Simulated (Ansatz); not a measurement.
# Li (hcp type): a single-point run

The task is a single-point run on Li (hcp type). The structure is shown as the input types it.

Computed with Ansatz 0.2.0 (DFT, PBE, PAW with Ansatz's default frozen-core files, scalar-relativistic, unless a step's input says otherwise).

## Step 1: The structure to begin with

It takes space group P6_3/mmc (No. 194, hexagonal). Conventional cell: a = 2.815 Å, b = 2.815 Å, c = 4.602 Å, α = 90.00°, β = 90.00°, γ = 120.00°. Li (site symmetry -6m2) is surrounded by 12 Li at 2.82 Å.

As a file:

```
Li
1.0
     2.81540    0.00000    0.00000
    -1.40770    2.43821    0.00000
     0.00000    0.00000    4.60234
Li
2
Direct
  0.33333 0.66667 0.25000
  0.66667 0.33333 0.75000
```

## Step 2: Input and run

Contents of input.yaml:

```yaml
crystal:
  lattice:
    - [2.8154000332, 0.0, 0.0]
    - [-1.4077000166, 2.4382079506, 0.0]
    - [0.0, 0.0, 4.6023396652]
  atoms:
    - { symbol: Li, position: [0.3333333333, 0.6666666667, 0.25] }
    - { symbol: Li, position: [0.6666666667, 0.3333333333, 0.75] }
kpoints:
  mp_grid: { grid: [14, 14, 8] }
scf:
  occupations: { method: fermi_dirac, width: 0.1 }
  max_iter: 60
hamiltonian:
  xc: pbe
  pseudopotentials: { kind: paw }
output:
  forces: true
  stress: true
  eigenvalues: true
  populations: true
basis:
  ecutwfc: "120 eV"
```

The run is started by

```
> ansatz run input.yaml --threads 1 --pin off --max-ram 2048MiB --backend cpu --events-out ev --progress --plain --runs-dir out
```

Q: Will this input give a usable result? If not, why, and what should change?

The run converged and reported no error, with warnings (cutoff below recommended). Its log warns: «basis.ecutwfc = 120 eV is below the records' recommended 420 eV ...»

Look at the input: basis.ecutwfc is 120 eV. With so few plane waves the basis is incomplete by a wide margin. The potentials' recommended cutoff is 420 eV.

The test: delete basis.ecutwfc (the default then holds).
